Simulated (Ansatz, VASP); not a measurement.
# BN in two plane-wave programs

Aim: how closely do two programs agree when they are given the same cell, functional and k mesh? The structure shown is the end of the Ansatz relaxation below.

Program: Ansatz 0.2.0. Level of theory: plane waves, with VASP 6.6.1 beside it; single point at PBEsol. Results are calculated unless marked as measured.

**1. The starting structure**

The structure is tetragonal, space group I-4m2 (No. 119). The conventional cell has a = 2.498 Å, b = 2.498 Å, c = 3.638 Å, α = 90.00°, β = 90.00°, γ = 90.00°. Nearest to N lie 4 B at 1.55 Å. Nearest to B lie 4 N at 1.55 Å. Farther neighbours and most contacts between anions are not listed.

**2. Ansatz: relaxation, PBEsol**

Ansatz runs on its PAW soft_1 files.

This run makes the geometry at which the two programs are then compared.

input.yaml reads:

```yaml
crystal:
  lattice:
    - [2.49823952, 0.0, 0.0]
    - [0.0, 2.49823952, 0.0]
    - [0.0, 0.0, 3.648408764]
  atoms:
    - { symbol: "N", position: [0.5, 0.0, 0.75] }
    - { symbol: "N", position: [0.0, 0.5, 0.25] }
    - { symbol: B, position: [0.0, 0.0, 0.0] }
    - { symbol: B, position: [0.5, 0.5, 0.5] }
kpoints:
  mp_grid: { grid: [11, 11, 8] }
scf:
  occupations: { method: fermi_dirac, width: 0.02 }
hamiltonian:
  xc: pbesol
  pseudopotentials: { kind: paw, azcp: { folder: soft_1 }, xc_functional: pbe }
basis:
  ecutwfc: 600
output:
  forces: true
  stress: true
relax:
  f_tol: 0.005
  max_steps: 70
  cell: { stress_tol: 0.02, p_target: 0, fix: [a, b, alpha, beta, gamma] }
```

The run is started by

```
ansatz run input.yaml --threads 8 --pin off --max-ram 18432MiB --backend cpu --events-out ev --progress --plain --runs-dir out
```

Numbers of over 12 decimals in the logs are rounded to 6 here.

The program printed:

```text
Engine: ansatz 0.2.0, aarch64-unknown-linux-gnu
Pseudopotentials: kind: paw
Pseudopotential: N, paw, valence charge 5, recommended cutoff 420 eV (normal), soft_1/N.paw.azcp
Pseudopotential: B, paw, valence charge 3, recommended cutoff 420 eV (normal), soft_1/B.paw.azcp
Functional definition: PBEsol
  exchange = pbesol_x
  correlation = pbesol_c
Crystal: 4 atoms, lattice volume = 22.770 Å³
Basis set: ecut = 600 eV, 747 PW (Γ), exchange–correlation on 40×40×60 points (8 copies of the dense FFT grid, shifted against one another)
Bands: 12, of which v1, the nominal top of the filled ones, is band 8 counted from 1 (7 counted from 0)
Symmetry: 16 space group operations
Space group: I-4m2 (ITA 119), of the structure as read, at distance tolerance 2.8e-5 Å
k-points: 105 of 968 (time reversal used)
Non-local potential: N, projectors of the file, l = 0: 2, l = 1: 2, l = 2: 1
Non-local potential: B, projectors of the file, l = 0: 2, l = 1: 2, l = 2: 1
PAW form: soft (Blöchl's): semilocal exchange-correlation on the pseudo side does not see the compensation charge
PAW frozen core: N, regenerated for the run's functional, and the local potential with it (the file was generated under x = pbe(κ = 0.804, μ = 0.219515), c = pbe(β = 0.066725))
PAW frozen core: B, regenerated for the run's functional, and the local potential with it (the file was generated under x = pbe(κ = 0.804, μ = 0.219515), c = pbe(β = 0.066725))
PAW one-centre angular grid: N, 110 points (default); XC on 64 Gauss nodes
PAW one-centre angular grid: B, 110 points (default); XC on 64 Gauss nodes
Initial density: superposition of atomic densities (chi_scale 0.1, normalization cell, long waves kept (reshape's long-wave potential 0.00 eV rms))
Initial wavefunctions: pseudopotential atomic-orbital guess
Functional: x = pbesol(κ = 0.804, μ = 0.123457), c = pbesol(β = 0.046)
SCF iter   1: F=—  HF=-1069.000276 eV  |F-HF|=—  |Δ(HF+E_count)|=         —  Δρ=1.48e-1  dr2=3.92e0  ethr=3.10e-3  ⟨swp⟩=4.8  Hψ=6660  notcnv=0
preconditioner: auto → none  [insulator: Δε(μ)=5.519 eV  Ē_g=18.664 eV  σ=0.020 eV  W_gap=1.00  n_scr=6 (ndim 8)  ℏωp=31.1 eV  f_vac=0.000  D(μ)=0.00/eV (n_scr^D=0)  ε∞_Penn≈3.8]
SCF iter   2: F=—  HF=-1067.756594 eV  |F-HF|=—  |Δ(HF+E_count)|=    1.24e0  Δρ=6.32e-2  dr2=4.86e-1  ethr=3.10e-3  ⟨swp⟩=2.7  Hψ=3504  notcnv=0
SCF iter   3: F=—  HF=-1067.644199 eV  |F-HF|=—  |Δ(HF+E_count)|=   1.12e-1  Δρ=2.22e-2  dr2=6.42e-2  ethr=3.04e-3  ⟨swp⟩=2.6  Hψ=2388  notcnv=0
SCF iter   4: F=—  HF=-1067.633336 eV  |F-HF|=—  |Δ(HF+E_count)|=   1.09e-2  Δρ=2.56e-3  dr2=5.26e-4  ethr=4.01e-4  ⟨swp⟩=3.0  Hψ=2520  notcnv=0
SCF iter   5: F=—  HF=-1067.633436 eV  |F-HF|=—  |Δ(HF+E_count)|=   1.00e-4  Δρ=2.73e-4  dr2=1.00e-5  ethr=3.29e-6  ⟨swp⟩=2.6  Hψ=2168  notcnv=0
SCF iter   6: F=—  HF=-1067.633438 eV  |F-HF|=—  |Δ(HF+E_count)|=   1.59e-6  Δρ=1.63e-5  dr2=1.52e-8  ethr=6.25e-10  ⟨swp⟩=3.5  Hψ=5406  notcnv=0
SCF iter   7: F=-1067.633438 eV  HF=-1067.633438 eV  |F-HF|=1.53e-10  |Δ(HF+E_count)|=   4.60e-9  Δρ=1.20e-6  dr2=2.82e-10  ethr=9.53e-11  ⟨swp⟩=1.0  Hψ=3874  notcnv=0
SCF 1 converged in 7 iterations: F = -1067.633438 eV  dr2 = 2.82e-10
  greatest PAW one-centre occupation: 0.790 electrons in one spin orbital (limit 2), on the N atom at site 1 (counted from 0), in its partial waves of l = 0
relax step   1: F+E_penalty+E_count = -1067.63343791 eV  Δ(F+E_penalty+E_count) = +0.000e0 eV  max|allowed force component| = 5.725e-17 eV/Å  Δτ_max = 0.0000 Å  P = +11.553 GPa  Ω = 22.770 Å³  fix = [a, b, alpha, beta, gamma]  reactions: a +18.589, b +18.589 GPa  (7 SCF iters, dr2 threshold 1.00e-7 eV, accepted)
[...]
relax step   2: F+E_penalty+E_count = -1067.63393355 eV  Δ(F+E_penalty+E_count) = -4.956e-4 eV  max|allowed force component| = 2.203e-16 eV/Å  Δτ_max = 0.0000 Å  P = +12.473 GPa  Ω = 22.722 Å³  energy of the carried Pulay correction = +1.428e-5 eV  fix = [a, b, alpha, beta, gamma]  reactions: a +19.033, b +19.033 GPa  (4 SCF iters, dr2 threshold 4.00e-7 eV, accepted)
[...]
relax step   3: F+E_penalty+E_count = -1067.63397259 eV  Δ(F+E_penalty+E_count) = -3.903e-5 eV  max|allowed force component| = 1.752e-16 eV/Å  Δτ_max = 0.0000 Å  P = +12.790 GPa  Ω = 22.705 Å³  energy of the carried Pulay correction = +1.924e-5 eV  fix = [a, b, alpha, beta, gamma]  reactions: a +19.185, b +19.185 GPa  (3 SCF iters, dr2 threshold 4.00e-7 eV, accepted)
[...]
relax step   4: F+E_penalty+E_count = -1067.63395197 eV  Δ(F+E_penalty+E_count) = +2.062e-5 eV  max|allowed force component| = 1.795e-16 eV/Å  Δτ_max = 0.0000 Å  P = +12.792 GPa  Ω = 22.705 Å³  fix = [a, b, alpha, beta, gamma]  reactions: a +19.188, b +19.188 GPa  stress off target by 1.65e-4 GPa on what of the cell is left free  SCF on the basis re-selected at this cell (its energy is not comparable with the rows above)  (5 SCF iters)
basis re-selected at this cell: Δ(F+E_penalty+E_count) = +2.062e-5 eV, ΔP = +0.002 GPa vs the last step (what re-selecting the basis moved, of the pressure what is left beyond the Pulay correction that the steps carried, after the strain that the cell walked since its last selection, with what the two solves' SCF thresholds leave and, on support functions, any second-order correction that the steps lacked; it is no m [...]
SCF converged after 5 iterations
Free energy (F): -1067.633952 eV
Harris-Foulkes:  -1067.633952 eV  (|F-HF|=2.27e-13)
Internal energy: -1067.633952 eV  (E = F + TS)
E sigma→0 (E₀):  -1067.633952 eV
Fermi energy:    13.955358 eV
--- Per-component energies (eV) ---
  E_band       = 58.820019
  E_kinetic    = 370.653818
  E_local      = -307.718306  (includes V_loc(G=0)·N_el)
  E_nonlocal   = 85.165131
  E_hartree    = 94.635659
  E_xc         = -186.068182
  E_vxc        = -231.035782  (∫ρ·V_xc dr)
  E_paw        = -398.023244  (= ΣΔE_a)
  E_vpaw       = -47.516212  (= ΣTr[D̂ρ^β])
  E_aug_tail   = 0.000052  (compensation charges beyond the density's cutoff)
  E_ewald      = -726.364499
  E_core_change = 0.085619  (= ΣΔE_core)
  E_smearing   = -0.000000  (= −TS)
  E_closure    = -0.000000  (closes the sum)
  Σ components = -1067.633952   (vs F -1067.633952, Δ=0.00e0)
--- Forces (eV/Å), atoms counted from 1 ---
  atom   1  N     -0.00000000    -0.00000000     0.00000000
  atom   2  N      0.00000000     0.00000000     0.00000000
  atom   3  B     -0.00000000    -0.00000000    -0.00000000
  atom   4  B     -0.00000000    -0.00000000    -0.00000000
  max |Σ_I F_I| component: 6.97e-16 eV/Å
--- Stress (GPa, compression-positive) ---
       19.187547       0.000000      -0.000000
        0.000000      19.187547       0.000000
       -0.000000       0.000000      -0.000165
  P = ⅓ Tr σ = 12.7916 GPa (127.916 kbar)
--- Relaxed structure (3 steps of the walk, 3 accepted, 1 SCFs on fresh bases) ---
  F+E_penalty+E_count = -1067.63395197 eV   max|allowed force component| = 1.795e-16 eV/Å   (the final SCF, on the basis selected at the relaxed cell)
  cell:  # Å, volume = 22.7049 Å³
    - [2.49823952, 0.0, 0]
    - [0.0, 2.49823952, 0.0]
    - [0, 0.0, 3.637909]
  atoms:
    - { symbol: N, position: [0.500000, 0, 0.75] }
    - { symbol: N, position: [0, 0.500000, 0.25] }
    - { symbol: B, position: [0, 0, 0] }
    - { symbol: B, position: [0.500000, 0.500000, 0.5] }
```

**3. VASP: single point, PBEsol, pair 1**

The same cell, functional, mesh and smearing now go to VASP, with its own data sets.

Lines of VASP's logs that name or quote its potential files are left out, and so is its time.

INCAR reads:

```
SYSTEM = BN
PREC = Accurate
ENCUT = 600
EDIFF = 1E-06
NELM = 120
ISMEAR = -1
SIGMA = 0.02
LREAL = .FALSE.
ALGO = Normal
GGA = PS
NBANDS = 14
LORBIT = 11
LWAVE = .FALSE.
LCHARG = .FALSE.
ISIF = 2
LASPH = .TRUE.
GGA_COMPAT = .FALSE.
EFERMI = MIDGAP
```

POSCAR reads:

```
BN
1.0
    2.4982395200      0.0000000000      0.0000000000
    0.0000000000      2.4982395200      0.0000000000
    0.0000000000      0.0000000000      3.6379092842
N B
2 2
Direct
    0.5000000000      0.0000000000      0.7500000000
    0.0000000000      0.5000000000      0.2500000000
    0.0000000000      0.0000000000      0.0000000000
    0.5000000000      0.5000000000      0.5000000000
```

KPOINTS reads:

```
Automatic mesh
0
Gamma
11 11 8
0 0 0
```

PAW data sets: N and B (PBE family, release 64).

The run is started by

```
mpirun -np 1 vasp_std
```

The program printed:

```text
[banner, memory and clock lines left out]
running    1 mpi-ranks, on    1 nodes
 distrk:  each k-point on    1 cores,    1 groups
 distr:  one band on    1 cores,    1 groups

 POSCAR found type information on POSCAR N B
 POSCAR found :  2 types and       4 ions
|                                                                             |
|               ----> ADVICE to this user running VASP <----                  |
|                                                                             |
|     You enforced a specific xc type in the INCAR file but a different       |
|     [... a line on the potential file left out ...]
|     I HOPE YOU KNOW WHAT YOU ARE DOING!                                     |
|                                                                             |

 LDA part: xc-table for (Slater+PW92), standard interpolation
 POSCAR, INCAR and KPOINTS ok, starting setup
 FFT: planning ... GRIDC
 FFT: planning ... GRID_SOFT
 FFT: planning ... GRID
 WAVECAR not read
 entering main loop
       N       E                     dE             d eps       ncg     rms          rms(c)
DAV:   1     0.530423791705E+02    0.53042E+02   -0.97130E+03  2940   0.128E+03
DAV:   2    -0.357114831505E+02   -0.88754E+02   -0.82859E+02  3988   0.290E+02
DAV:   3    -0.386496356038E+02   -0.29382E+01   -0.29254E+01  4092   0.506E+01
DAV:   4    -0.386625165218E+02   -0.12881E-01   -0.12879E-01  3096   0.354E+00
DAV:   5    -0.386626013441E+02   -0.84822E-04   -0.84818E-04  3960   0.259E-01    0.957E+00
DAV:   6    -0.368705376424E+02    0.17921E+01   -0.32890E+00  3764   0.157E+01    0.466E+00
DAV:   7    -0.366860162042E+02    0.18452E+00   -0.29069E-01  3630   0.484E+00    0.274E+00
DAV:   8    -0.366432629090E+02    0.42753E-01   -0.62347E-02  3378   0.208E+00    0.244E-01
DAV:   9    -0.366419845950E+02    0.12783E-02   -0.27331E-03  3648   0.572E-01    0.136E-01
DAV:  10    -0.366420573842E+02   -0.72789E-04   -0.18127E-04  3666   0.127E-01    0.229E-02
DAV:  11    -0.366420545707E+02    0.28135E-05   -0.41844E-05  3780   0.579E-02    0.118E-02
DAV:  12    -0.366420540666E+02    0.50402E-06   -0.45265E-06  3378   0.201E-02
   1 F= -.36642054E+02 E0= -.36642054E+02  d E =0.000000E+00
```

OUTCAR, selected parts (step 3):

```text
ion  position               nearest neighbor table
   1  0.500  0.000  0.750-   3 1.55   4 1.55   4 1.55   3 1.55
   2  0.000  0.500  0.250-   3 1.55   4 1.55   3 1.55   4 1.55
   3  0.000  0.000  0.000-   1 1.55   2 1.55   2 1.55   1 1.55
   4  0.500  0.500  0.500-   1 1.55   2 1.55   1 1.55   2 1.55

  LATTYP: Found a simple tetragonal cell.
 ALAT       =     2.4982395200
 C/A-ratio  =     1.4561891504

 Subroutine GETGRP returns: Found  8 space group operations
 (whereof  8 operations were pure point group operations)

The static configuration has the point symmetry D_2d.

 Found    105 irreducible k-points:

   k-points           NKPTS =    105   k-points in BZ     NKDIM =    105   number of bands    NBANDS=     14

   dimension x,y,z NGX =    20 NGY =   20 NGZ =   30
   dimension x,y,z NGXF=    40 NGYF=   40 NGZF=   60

   ENCUT  =  600.0 eV  44.10 Ry    6.64 a.u.   4.99  4.99  7.27*2*pi/ulx,y,z

   NELECT =      16.0000    total number of electrons

 k-points in reciprocal lattice and weights: Automatic mesh
   0.00000000  0.00000000  0.00000000       0.001
   0.09090909  0.00000000  0.00000000       0.004
   0.18181818  0.00000000  0.00000000       0.004
   0.27272727  0.00000000  0.00000000       0.004
   0.36363636  0.00000000  0.00000000       0.004
   0.45454545  0.00000000  0.00000000       0.004
   0.09090909  0.09090909  0.00000000       0.004
   0.18181818  0.09090909  0.00000000       0.008
   0.27272727  0.09090909  0.00000000       0.008
[...]
0.45454545  0.36363636  0.50000000       0.008
   0.45454545  0.45454545  0.50000000       0.004

 average (electrostatic) potential at core
       1 -59.9253       2 -59.9253       3 -23.9544       4 -23.9544

 E-fermi :  10.0426

 k-point     1 :       0.0000    0.0000    0.0000
  band No.  band energies     occupation
    ...
      4       3.0006      2.00000
      5       3.0006      2.00000
      6       7.6518      2.00000
      7       7.9634      2.00000
      8       7.9634      2.00000
      9      12.5382      0.00000
     10      16.7457      0.00000
     11      16.7457      0.00000
     12      16.9525      0.00000
     13      17.6361      0.00000
    ...

 k-point     2 :       0.0909    0.0000    0.0000
  band No.  band energies     occupation
    ...
      4       2.3169      2.00000
      5       3.1202      2.00000
      6       7.2368      2.00000
      7       7.3407      2.00000
      8       7.9222      2.00000
      9      13.1390      0.00000
     10      16.8149      0.00000
     11      16.8649      0.00000
     12      17.4468      0.00000
     13      18.1609      0.00000
    ...

 k-point     3 :       0.1818    0.0000    0.0000
  band No.  band energies     occupation
    ...
      4       0.8631      2.00000
      5       3.4707      2.00000
      6       5.6749      2.00000
      7       6.3824      2.00000
      8       7.7776      2.00000
      9      14.2946      0.00000
     10      17.1457      0.00000
     11      17.2203      0.00000
     12      18.3727      0.00000
     13      19.7759      0.00000
    ...

  Total        2.8087981      2.8087981      0.0919315      0.0000000      0.0000000      0.0000000
  in kB      198.2033940    198.2033940      6.4871619      0.0000000      0.0000000      0.0000000
  external PRESSURE =     134.2979833 kB  Pullay stress =       0.0000000 kB

  energy-cutoff  :      600.00
  volume of cell :       22.70
      direct lattice vectors                 reciprocal lattice vectors
     2.498239520  0.000000000  0.000000000     0.400281875  0.000000000  0.000000000
     0.000000000  2.498239520  0.000000000     0.000000000  0.400281875  0.000000000
     0.000000000  0.000000000  3.637909284     0.000000000  0.000000000  0.274883160

 POSITION                                       TOTAL-FORCE (eV/Angst)
 -----------------------------------------------------------------------------------
      1.24912      0.00000      2.72843         0.000000     -0.000000      0.000000
      0.00000      1.24912      0.90948        -0.000000     -0.000000     -0.000000
      0.00000      0.00000      0.00000        -0.000000      0.000000      0.000000
      1.24912      1.24912      1.81895         0.000000      0.000000      0.000000
 -----------------------------------------------------------------------------------
    total drift:                                0.000000      0.000000     -0.000000

  FREE ENERGIE OF THE ION-ELECTRON SYSTEM (eV)
  ---------------------------------------------------
  free  energy   TOTEN  =       -36.6420540666 eV

  energy  without entropy=      -36.6420540666  energy(sigma->0) =      -36.64205407

 total charge
# of ion       s       p       d       tot
------------------------------------------
    1        1.208   2.782   0.000   3.990
    2        1.208   2.782   0.000   3.990
    3        0.689   1.415   0.000   2.104
    4        0.689   1.415   0.000   2.104
--------------------------------------------------
tot          3.795   8.393   0.000  12.189

[... 3 further parts left out ...]
```

The run ends at a pressure of 13.43 GPa.

**4. Comparison**

Known differences besides the potentials themselves: Ansatz makes its cores anew for this functional, VASP keeps those of its PBE data sets; Ansatz's pressure holds a Pulay correction, VASP's none. Total energies have different zeros and are not compared.

Both answers:

| quantity | Ansatz | VASP | difference |
| --- | --- | --- | --- |
| pressure (GPa) | 12.79 | 13.43 | -0.64 |
| gap on the k mesh (eV) | 4.167 | 4.158 | +0.009 |

A gap on the mesh is an upper bound, since the band edges may lie between its points.

**5. Ansatz: relaxation, PBEsol**

This run makes the geometry at which the two programs are then compared. The cell compared in this pair holds 22.34 Å³, against 22.70 Å³ for the pair before.

The structure compared here is the end of the Ansatz relaxation.

Changes to input.yaml since step 2:

```diff
@@ -2,5 +2,5 @@
   lattice:
-    - [2.49823952, 0.0, 0.0]
-    - [0.0, 2.49823952, 0.0]
-    - [0.0, 0.0, 3.648408764]
+    - [2.47274728, 0.0, 0.0]
+    - [0.0, 2.47274728, 0.0]
+    - [0.0, 0.0, 3.670039646]
   atoms:
@@ -22,2 +22,6 @@
   stress: true
+  write_density: true
+  write_potential: true
+  elf: true
+  volumetric_format: npy
 relax:
```

The run is started by

```
ansatz run input.yaml --threads 8 --pin off --max-ram 18432MiB --backend cpu --events-out ev --progress --plain --runs-dir out
```

The program printed:

```text
[...]
Crystal: 4 atoms, lattice volume = 22.440 Å³
Basis set: ecut = 600 eV, 755 PW (Γ), exchange–correlation on 40×40×60 points (8 copies of the dense FFT grid, shifted against one another)
Bands: 12, of which v1, the nominal top of the filled ones, is band 8 counted from 1 (7 counted from 0)
Symmetry: 16 space group operations
[...]
k-points: 105 of 968 (time reversal used)
[...]
--- Relaxed structure (3 steps of the walk, 3 accepted, 1 SCFs on fresh bases) ---
[...]
cell:  # Å, volume = 22.3425 Å³
    - [2.47274728, 0.0, 0]
    - [0.0, 2.47274728, 0]
    - [0, 0, 3.654027]
  atoms:
    - { symbol: N, position: [0.5, 0, 0.75] }
    - { symbol: N, position: [0, 0.5, 0.250000] }
    - { symbol: B, position: [0, 0, 0] }
    - { symbol: B, position: [0.5, 0.5, 0.500000] }
[key lines of the parts left out:]
SCF converged after 5 iterations
Free energy (F): -1067.563428 eV
Fermi energy:    14.223958 eV
P = ⅓ Tr σ = 19.9106 GPa (199.106 kbar)
```

(Continued in part 2 of 2.)

[Lines on the potential files, build, host, timing and source positions are cut from VASP's logs without a mark.]

[Logs are printed without paths, hosts, clocks, repeated set-up lines and the standing remarks that a program may print on its own settings, such as how far it seeks lower states.]

[Hosts, paths, dates, database ids (printed as entryN), source tags and the programs' standing remarks are cut or masked in the printed files.]
